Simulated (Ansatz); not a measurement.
Runs of Ansatz 0.2.0 on SrO. Symmetry: Fm-3m, No. 225, cubic system. Conventional cell: a = 5.133 Å, b = 5.133 Å, c = 5.133 Å, α = 90.00°, β = 90.00°, γ = 90.00°. Sr (site symmetry m-3m) is surrounded by 6 O at 2.57 Å. O (site symmetry m-3m) is surrounded by 6 Sr at 2.57 Å. 

```tsv
task	level	potentials or basis	spin	k mesh	cutoff (eV)	smearing	other keys	mesh quality	gap on the mesh (eV)	pressure (GPa)
projected density of states	B3LYP	Ansatz PAW	SOC, no magnetisation	5 × 5 × 5	420	methfessel-paxton 0.15 eV	-	coarse	(a)	3.8
Wannier functions	r2SCAN	Ansatz NC	SOC, no magnetisation	9 × 9 × 9	1250	tetrahedron	-	not flagged	(b)	-
single point	revPBE+D3(BJ)	PseudoDojo standard (PBE files)	SOC, no magnetisation	9 × 9 × 9	1143	tetrahedron	-	not flagged	(c)	0.9
single point	LDA+D3(BJ)	Ansatz PAW earlier set	collinear, ferromagnetic start	5 × 5 × 5	900	tetrahedron uncorrected	scf.lower_state_search = light; hamiltonian.xc = lda; …	coarse	3.34	-6.3
single point	r2SCAN+rVV10	SPMS NC	off	9 × 9 × 9	1034	fermi-dirac 0.1 eV	-	not flagged	3.78	-
```

Alike in all rows: cell as given.

Q: Fill in the values left out.

A: (a) 5.38; (b) 3.84; (c) 3.46.

Caveats: some runs use coarse meshes; odd divisions of the mesh miss points on the zone boundary, where band edges often lie, so the gap on the mesh can be too wide; the potentials were made for another functional, which shifts forces and pressure (some runs); the PAW data sets come from PBE, with cores solved anew for the run's functional, which leaves a small shift of forces and pressure (some runs); the thresholds are loose for stress (some runs); some levels weren't fully converged (some runs); with tetrahedron occupations forces and stress needn't match the slope of the energy (some runs); the dispersion damping was fitted for another functional or another form of the correction (some runs).

A k mesh can miss the band edges, and rows without SOC leave out spin-orbit coupling on Sr.
